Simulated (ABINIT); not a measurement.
BAs:

```
As B
1.0
     0.00000    2.38850    2.38850
     2.38850    0.00000    2.38850
     2.38850    2.38850    0.00000
As B
1 1
Direct
  0.75000 0.75000 0.75000
  0.00000 0.00000 0.00000
```

Base run:

- Program: ABINIT 10.8.3 (patched build)
- Functional: PBEsol
- Potentials or basis: JTH PAW PBE v2.0
- Cutoff: 408 eV
- k mesh: 10 × 10 × 10
- Occupations: fermi-dirac, width 0.05 eV
- Spin: no spin polarisation

Its results: band gap on the k mesh 1.08 eV, indirect (least direct gap 3.24 eV); pressure -0.7 GPa.

Question: After a change of settings the same cell gave: band gap on the k mesh 1.08 eV, indirect (least direct gap 3.28 eV); pressure 0.0 GPa. Which change was it?
A. k mesh from 10 × 10 × 10 to 4 × 4 × 4
B. potentials or basis from JTH PAW PBE v2.0 to JTH PAW PBE v2.0 sp; valence electrons from 18 to 8
C. functional from PBEsol to PBE; k mesh from 10 × 10 × 10 to 8 × 8 × 8
D. functional from PBEsol to rSCAN; cutoff from 408 eV to 490 eV; fine-grid cutoff from 816.342 eV to 979.61 eV

Answer: B.

Caveats: the PAW data sets were made with another functional, which shifts forces and pressure a little; this set keeps more shells in the core, which shifts pressures and gaps (some runs).
